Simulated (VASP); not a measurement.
# Ta (Fmmm) in VASP: notebook

Runs on Ta. Level: PBE. Tasks: single point.

Program: VASP 6.6.1. These are calculated values, not measurements. Logs are shortened: lines on timing, memory, paths and dates and some standing lists are left out, and cuts for length are marked.

## (1) The cell of the first run

It takes space group Fmmm (No. 69, orthorhombic). Conventional cell: a = 3.303 Å, b = 4.495 Å, c = 4.846 Å, α = 90.00°, β = 90.00°, γ = 90.00°. Ta (site symmetry mmm) is surrounded by 8 Ta at 2.79 to 2.93 Å.

## (2) Single point, PBE (strain +0.0750 x Voigt [0, 0, 0, 0, 0, 1], atoms carried along)

Input file INCAR:

```
SYSTEM = Ta
PREC = Accurate ; ENCUT = 520
EDIFF = 1E-6 ; ISMEAR = 0
SIGMA = 0.15 ; LREAL = .FALSE.
LASPH = .TRUE. ; NELM = 100
ALGO = Fast ; ISIF = 2
LWAVE = .FALSE. ; LCHARG = .TRUE.
GGA = PE ; LELF = .TRUE.
LVHAR = .TRUE. ; NBANDS = 12
```

Input file KPOINTS:

```
Automatic mesh
0
G
  20 20 20
  0 0 0
```

Input file POSCAR:

```
Ta
1.0
   -1.5893570000      1.5893570000      1.6512800000
    1.5893570000     -1.5893570000      1.6512800000
    1.7132030000      1.7132030000     -1.6512800000
Ta
1
Direct
    0.0000000000      0.0000000000      0.0000000000
```

Potentials or basis: VASP PAW PBE potentials, release 64 (Ta_pv).

Started as:

```
cat potpaw_PBE.64/Ta_pv/POTCAR > POTCAR
mpirun -np 1 vasp_std > vasp.out
```

OUTCAR:

```text
SYSTEM = Ta
   PREC = Accurate
   ENCUT = 520
   EDIFF = 1E-6
   ISMEAR = 0
   LREAL = .FALSE.
   LASPH = .TRUE.
   NELM = 100
   ISIF = 2
   GGA = PE

 ion  position               nearest neighbor table
   1  0.000  0.000  0.000-

  LATTYP: Found a face centered orthorhombic cell.
 ALAT       =     3.3025600000
 B/A-ratio  =     1.3611805538
 C/A-ratio  =     1.4672465710

  Lattice vectors:

 A1 = (   3.3025600000,   0.1238460000,   0.0000000000)
 A2 = (   1.7132030000,   1.7132030000,   1.6512800000)
 A3 = (   1.5893570000,  -1.5893570000,   1.6512800000)

Analysis of symmetry for initial positions (statically):
=====================================================================
 Subroutine PRICEL returns:
 Original cell was already a primitive cell.

 Routine SETGRP: Setting up the symmetry group for a
 face centered orthorhombic supercell.

 Subroutine GETGRP returns: Found  8 space group operations
 (whereof  8 operations were pure point group operations)
 out of a pool of  8 trial point group operations.

The static configuration has the point symmetry D_2h.

Analysis of symmetry for dynamics (positions and initial velocities):
=====================================================================
 Subroutine PRICEL returns:
 Original cell was already a primitive cell.

 Routine SETGRP: Setting up the symmetry group for a
 face centered orthorhombic supercell.

 Subroutine GETGRP returns: Found  8 space group operations
 (whereof  8 operations were pure point group operations)
 out of a pool of  8 trial point group operations.

The dynamic configuration has the point symmetry D_2h.

 Subroutine INISYM returns: Found  8 space group operations
 (whereof  8 operations are pure point group operations),
 and found     1 'primitive' translations

----------------------------------------------------------------------------------------

                                     Primitive cell

  volume of cell :      17.9850

  direct lattice vectors                    reciprocal lattice vectors
    -1.589357000  1.589357000  1.651280000    -0.011370818  0.303221813  0.302795407
     1.589357000 -1.589357000  1.651280000     0.303221813 -0.011370818  0.302795407
     1.713203000  1.713203000 -1.651280000     0.291850995  0.291850995  0.000000000

  length of vectors
     2.789056648  2.789056648  2.932039338     0.428669829  0.428669829  0.412739635

  position of ions in fractional coordinates (direct lattice)
     0.000000000  0.000000000  0.000000000

  ion indices of the primitive-cell ions
   primitive index   ion index
                 1           1

----------------------------------------------------------------------------------------

 KPOINTS: Automatic mesh

Automatic generation of k-mesh.
 Grid dimensions read from file:
 generate k-points for:   20   20   20

 Generating k-lattice:

  Cartesian coordinates                     Fractional coordinates (reciprocal lattice)
    -0.000568541  0.015161091  0.015139770     0.050000000  0.000000000 -0.000000000
     0.015161091 -0.000568541  0.015139770     0.000000000  0.050000000 -0.000000000
     0.014592550  0.014592550  0.000000000     0.000000000  0.000000000  0.050000000

  Length of vectors
     0.021433491  0.021433491  0.020636982

  Shift w.r.t. Gamma in fractional coordinates (k-lattice)
     0.000000000  0.000000000  0.000000000

 Subroutine IBZKPT returns following result:
 ===========================================

 Found   1166 irreducible k-points:

 Following reciprocal coordinates:
            Coordinates               Weight
  0.000000  0.000000  0.000000      1.000000
  0.050000  0.000000 -0.000000      8.000000
  0.100000 -0.000000 -0.000000      8.000000
  0.150000 -0.000000 -0.000000      8.000000
  0.200000 -0.000000 -0.000000      8.000000
  0.250000 -0.000000  0.000000      8.000000
[... 16 lines left out ...]
 -0.400000  0.050000 -0.000000      8.000000
 -0.350000  0.050000  0.000000      8.000000
 [... further k-points ...]
   k-points           NKPTS =   1166   k-points in BZ     NKDIM =   1166   number of bands    NBANDS=     12
   number of dos      NEDOS =    301   number of ions     NIONS =      1
   total plane-waves  NPLWV =  13824
   dimension x,y,z NGX =    24 NGY =   24 NGZ =   24
   dimension x,y,z NGXF=    48 NGYF=   48 NGZF=   48
   ions per type =               1
   NGX,Y,Z   is equivalent  to a cutoff of  14.31, 14.31, 13.61 a.u.
   NGXF,Y,Z  is equivalent  to a cutoff of  28.61, 28.61, 27.22 a.u.
 SYSTEM =  Ta
   PREC   = accura    normal or accurate (medium, high low for compatibility)
   ISTART =      0    job   : 0-new  1-cont  2-samecut
   ICHARG =      2    charge: 1-file 2-atom 10-const
   ISPIN  =      1    spin polarized calculation?
   LNONCOLLINEAR =      F non collinear calculations
   LSORBIT =      F    spin-orbit coupling
   LASPH  =      T    aspherical Exc in radial PAW
   ENCUT  =  520.0 eV  38.22 Ry    6.18 a.u.   5.19  5.19  5.45*2*pi/ulx,y,z
   NELM   =    100;   NELMIN=  2; NELMDL= -5     # of ELM steps
   EDIFF  = 0.1E-05   stopping-criterion for ELM
   LREAL  =      F    real-space projection
   EDIFFG = 0.1E-04   stopping-criterion for IOM
   NSW    =      0    number of steps for IOM
   IBRION =     -1    ionic relax: 0-MD 1-quasi-New 2-CG
   NFREE  =      0    steps in history (QN), initial steepest desc. (CG)
   ISIF   =      2    stress and relaxation
   ISYM   =      2    0-nonsym 1-usesym 2-fastsym
   POTIM  = 0.5000    time-step for ionic-motion
   TEBEG  =    0.0;   TEEND  =   0.0 temperature during run
   PSTRESS=    0.0 pullay stress
   NELECT =      11.0000    total number of electrons
   NUPDOWN=      -1.0000    fix difference up-down
   EMIN   =  10.00;   EMAX   =-10.00  energy-range for DOS
   EFERMI =   0.00;   METHOD = LEGACY
   ISMEAR =     0;   SIGMA  =   0.15  broadening in eV -4-tet -1-fermi 0-gaus
   EFERMI_NEDOS =   21; number of points for ismear=-14 and -15
   IALGO  =     68    algorithm
   IMIX   =      4    mixing-type and parameters
     AMIX     =   0.40;   BMIX     =  1.00
     AMIX_MAG =   1.60;   BMIX_MAG =  1.00
  volume/ion in A,a.u.               =      17.99       121.37
  Fermi-wavevector in a.u.,A,eV,Ry     =   1.389639  2.626037 26.274172  1.931097
  Thomas-Fermi vector in A             =   2.513651
   LORBIT       =      0    0 simple, 1 ext, 2 COOP (PROOUT), +10 PAW based schemes
   GGA     = PE    functional components
   LHFCALC =     F    Hartree Fock is set to
   AEXX    =    0.0000 exact exchange contribution
   IVDW    =     0    specifies the selected vdW correction
   LEPSILON=     F    determine dielectric tensor
   LRPA    =     F    only Hartree local field effects (RPA)
 non-spin polarized calculation
 RMM-DIIS sequential band-by-band and
 Gauss-broadening in eV      SIGMA  =   0.15
  energy-cutoff  :      520.00
  volume of cell :       17.99
 maximum number of plane-waves:       498
 NGX is ok and might be reduce to    24
   NGX = 11   NGY = 11   NGZ = 11

 number of electron      11.0000002 magnetization

 Free energy of the ion-electron system (eV)
  ---------------------------------------------------
  ext. energy  EPLUGINS =         0.00000000
  ---------------------------------------------------
  free energy    TOTEN  =       -11.79242975 eV

  energy without entropy =      -11.77656687  energy(sigma->0) =      -11.78449831

 E-fermi :   5.4989     XC(G=0): -12.6204

 val. band max:        5.4987293566   @ k =  -0.0500  -0.4000   0.1000
 cond. band min:       5.4990170631   @ k =  -0.3500  -0.3500   0.2000
 fundamental gap:      0.0002877065
 Fermi energy:         5.4988553806

 k-point     1 :       0.0000    0.0000    0.0000
  band No.  band energies     occupation
      1     -27.6712      2.00000
      2     -27.5430      2.00000
      3     -27.4430      2.00000
      4      -2.4177      2.00000
      5       5.6291      0.21940
      6       6.0667      0.00000
      7       6.8485      0.00000
      8       9.5445      0.00000
      9       9.7385      0.00000
     10      19.8270      0.00000
     11      20.5526      0.00000
     12      21.2547      0.00000

 k-point     2 :       0.0500    0.0000   -0.0000
  band No.  band energies     occupation
      1     -27.6817      2.00000
      2     -27.5605      2.00000
      3     -27.4570      2.00000
      4      -2.3049      2.00000
      5       5.6391      0.18599
      6       6.0901      0.00000
      7       6.8339      0.00000
      8       9.4407      0.00000
      9       9.7097      0.00000
     10      20.0228      0.00000
     11      20.7637      0.00000
     12      21.4533      0.00000

 k-point     3 :       0.1000   -0.0000   -0.0000
  band No.  band energies     occupation
      1     -27.7229      2.00000
      2     -27.6161      2.00000
      3     -27.4811      2.00000
      4      -1.9761      2.00000
      5       5.5992      0.34418
      6       6.1277      0.00000
      7       6.8800      0.00000
      8       9.1811      0.00000
      9       9.6770      0.00000
     10      20.4678      0.00000
     11      21.3858      0.00000
     12      22.0258      0.00000
[... 286 lines left out ...]
 k-point    23 :      -0.4000    0.0500   -0.0000
  band No.  band energies     occupation
      1     -28.6106      2.00000
      2     -27.9040      2.00000
      3     -27.5430      2.00000
      4       1.1151      2.00000
      5       4.2230      2.00000
      6       5.7405      0.02272
      7       9.3332      0.00000
      8      10.1540      0.00000
      9      11.7548      0.00000
     10      18.4845      0.00000
     11      19.1002      0.00000
     12      20.2345      0.00000

 k-point    24 :      -0.3500    0.0500    0.0000
  band No.  band energies     occupation
      1     -28.4715      2.00000
      2     -27.8603      2.00000
      3     -27.5399      2.00000
      4       0.8327      2.00000
      5       4.4637      2.00000
      6       5.3336      1.88085
      7       9.0986      0.00000
      8       9.9621      0.00000
      9      10.6824      0.00000
     10      19.3430      0.00000
     11      20.1641      0.00000
     12      20.4425      0.00000

 [... further k-points ...]
[... 5 lines left out ...]
  --------------------------------------------------------------------------------------
  -------------------------------------------------------------------------------------
  Total        0.4081897      0.4081897      0.4901918     -0.6046577      0.0000000      0.0000000
  in kB       36.3631609     36.3631609     43.6682357    -53.8653149      0.0000000      0.0000000
  external PRESSURE =      38.7981858 kB  Pullay stress =       0.0000000 kB

 VOLUME and BASIS-vectors are now :
 -----------------------------------------------------------------------------
  energy-cutoff  :      520.00
  volume of cell :       17.99
      direct lattice vectors                 reciprocal lattice vectors
    -1.589357000  1.589357000  1.651280000    -0.011370818  0.303221813  0.302795407
     1.589357000 -1.589357000  1.651280000     0.303221813 -0.011370818  0.302795407
     1.713203000  1.713203000 -1.651280000     0.291850995  0.291850995  0.000000000

 POSITION                                       TOTAL-FORCE (eV/Angst)
 -----------------------------------------------------------------------------------
      0.00000      0.00000      0.00000         0.000000      0.000000      0.000000
 -----------------------------------------------------------------------------------
    total drift:                                0.000000      0.000000      0.000000

  FREE ENERGIE OF THE ION-ELECTRON SYSTEM (eV)
  ---------------------------------------------------
  free  energy   TOTEN  =       -11.7924297475 eV

  energy  without entropy=      -11.7765668664  energy(sigma->0) =      -11.78449831
```

Run time: 2.6 min. Hardware: 1 thread of Intel Xeon Platinum 8488C (Sapphire Rapids), shared host; peak memory 0.35 GiB.

What came out:

| Quantity | Value |
| --- | --- |
| Free energy | -11.7924 eV |
| Pressure | 3.9 GPa |
| Band gap on the k mesh | none (metal or under the smearing width) |

## (3) Single point, PBE (strain -0.0500 x Voigt [0, 0, 0, 0, 0, 1], atoms carried along)

Input file INCAR:

```
PREC = Accurate ; ENCUT = 520
EDIFF = 1E-6 ; ISMEAR = 0
SIGMA = 0.15 ; LREAL = F
LASPH = T ; NELM = 100
ALGO = Fast ; ISIF = 2
LWAVE = F ; LCHARG = F
GGA = PE ; NBANDS = 12
```

Input file KPOINTS:

```
Automatic mesh
0
Gamma
  20 20 20
```

Input file POSCAR:

```
Ta
1.0
   -1.6925620000      1.6925620000      1.6512800000
    1.6925620000     -1.6925620000      1.6512800000
    1.6099980000      1.6099980000     -1.6512800000
Ta
1
Direct
    0.0000000000      0.0000000000      0.0000000000
```

Potentials or basis: VASP PAW PBE potentials, release 64 (Ta_pv).

Started as:

```
cat potpaw_PBE.64/Ta_pv/POTCAR > POTCAR
mpirun -np 1 vasp_std > vasp.out
```

It took 2.5 min on 1 thread of Intel Xeon Platinum 8488C (Sapphire Rapids), shared host; peak memory 0.35 GiB.

It converged, with:

* Free energy: -11.8059 eV
* Pressure: 3.5 GPa
* Band gap on the k mesh: none (metal or under the smearing width)

Stress tensor (GPa, compression positive):
```
3.40 3.90 0.00
3.90 3.40 0.00
0.00 0.00 3.77
```

Levels at points of the mesh, in eV from the Fermi level:
```csv
k point,band 2,band 3,band 4,band 5,band 6,band 7,band 8,band 9,band 10,band 11
"(0.00, 0.00, 0.00)",-33.05,-32.99,-7.91,0.33,0.66,1.15,4.03,4.12,14.55,15.03
"(0.50, 0.00, 0.00)",-33.45,-33.05,-4.37,-1.55,1.60,3.92,4.92,7.74,11.82,11.91
"(0.50, 0.50, 0.00)",-33.36,-33.01,-4.44,-1.66,1.22,4.26,5.31,7.50,11.13,12.34
"(0.00, 0.00, 0.50)",-33.52,-33.12,-4.33,-1.44,1.99,3.59,4.51,8.16,11.59,12.38
"(0.50, 0.50, 0.50)",-33.89,-33.80,-3.82,-3.79,6.32,6.80,7.39,8.41,8.66,8.97
```
